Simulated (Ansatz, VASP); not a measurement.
# KTaO3: VASP beside Ansatz

```xyz
5
Lattice="3.8636 0.0000 0.0000 0.0000 3.8636 0.0000 0.0000 0.0000 4.2499" Properties=species:S:1:pos:R:3 pbc="T T T"
K     1.9318    1.9318    2.1250
Ta    0.0000    0.0000    0.0000
O     1.9318    0.0000    0.0000
O     0.0000    1.9318    0.0000
O     0.0000    0.0000    2.1250
```

Alike in both runs: task single point; functional r2SCAN; k mesh 6 × 6 × 6; occupations gaussian, width 0.05 eV; no spin polarisation.

```csv
,VASP,Ansatz
version,VASP 6.6.1,Ansatz 0.2.0
potentials or method,"VASP PAW PBE potentials, release 64 (K_sv, Ta_pv, O)","scalar-relativistic, plane waves, PAW"
plane-wave cutoff (eV),520,500
valence electrons in the cell,38,40
```

|  | VASP | Ansatz | Ansatz less VASP |
| --- | --- | --- | --- |
| gap on the k mesh at the Fermi level (eV) | 2.44 | 2.47 | +0.027 |
| least direct gap on the mesh (eV) | 2.93 | 2.95 | +0.018 |
| pressure (GPa) | 4.7 | 3.7 | -1.03 |
| largest component of the traceless stress (GPa) | 22.17 | 21.81 | -0.360 |

The functional is the same, so the differences come from potentials, cutoffs and numerics. The two sets of potentials don't hold the same shells in valence.

Caveats: the PAW data sets were made with another functional, which shifts forces and pressure a little (VASP); spin-orbit coupling is left out, which moves the levels of the heavy elements. r2SCAN opens gaps a little over a GGA but as a rule still falls short of measured ones. A k mesh can miss the band edges.
